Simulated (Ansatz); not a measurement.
Runs of Ansatz 0.2.0 on HfO2. The structure is cubic, space group Fm-3m (No. 225). The conventional cell has a = 5.115 Å, b = 5.115 Å, c = 5.115 Å, α = 90.00°, β = 90.00°, γ = 90.00°. Hf (site symmetry m-3m) is surrounded by 8 O at 2.21 Å. Around O (site symmetry -43m) lie 4 Hf at 2.21 Å. Measurements of this composition are mostly on another form, of space group No. 14.

```tsv
task	level	potentials or basis	k mesh	cutoff (eV)	smearing	basis error allowed	mesh quality	gap on the mesh (eV)	pressure (GPa)	V0 of scaled cells (Å³/atom)	B0 (GPa)
equation of state	PBEsol	all-electron LAPW, scalar-relativistic	9 × 9 × 9	-	fermi-dirac 0.05 eV	0.001 eV/atom	not flagged	-	-	10.69	265
single point	PBE	all-electron LAPW, scalar-relativistic	4 × 4 × 4	343	fermi-dirac 0.04 eV	0.002 eV/atom	coarse	3.71	-2.5	-	-
single point	PBE	all-electron LAPW, scalar-relativistic	5 × 5 × 5	327	fermi-dirac 0.03 eV	0.003 eV/atom	coarse	(b)	-2.5	-	-
phonons	BLYP+D4	all-electron LAPW, non-relativistic	9 × 9 × 9	395	fixed	0.001 eV/atom	not flagged	3.39	-	-	-
single point	PBEsol	all-electron LAPW, scalar-relativistic	9 × 9 × 9	371	fermi-dirac 0.05 eV	0.001 eV/atom	not flagged	3.69	-10.2	-	-
single point	PBE	all-electron LAPW, scalar-relativistic	6 × 6 × 6	343	fermi-dirac 0.02 eV	0.002 eV/atom	not flagged	3.71	-2.5	-	-
band structure	PBEsol	all-electron LAPW, scalar-relativistic	9 × 9 × 9	343	fermi-dirac 0.05 eV	0.002 eV/atom	not flagged	3.69	-10.2	-	-
equation of state	PBE	all-electron LAPW, scalar-relativistic	9 × 9 × 9	-	fermi-dirac 0.05 eV	0.001 eV/atom	not flagged	-	-	11.04	246
band structure	LDA	all-electron LAPW, scalar-relativistic	9 × 9 × 9	343	fermi-dirac 0.05 eV	0.002 eV/atom	not flagged	3.61	-16.5	-	-
equation of state	PBEsol	all-electron LAPW, scalar-relativistic	9 × 9 × 9	-	fermi-dirac 0.05 eV	0.002 eV/atom	not flagged	-	-	10.69	265
single point	PBE	all-electron LAPW, scalar-relativistic	9 × 9 × 9	371	fermi-dirac 0.05 eV	0.001 eV/atom	not flagged	(a)	-2.5	-	-
```

Alike in all rows: no spin polarisation; cell as given.

Question: Fill in the values left out.

Answer: (a) 3.82; (b) 4.01.

Caveats: some runs use coarse meshes; spin-orbit coupling is left out, which moves the levels of the heavy elements (some runs); an odd mesh through Γ misses points on the zone boundary, where band edges often lie (some runs); the mesh misses the band edges, which the band path finds closer together (some runs); relativity is left out, which matters for the heavier elements (some runs).

A k mesh can miss the band edges, and the runs leave out spin-orbit coupling on Hf.

Not every run made on this cell is shown here.
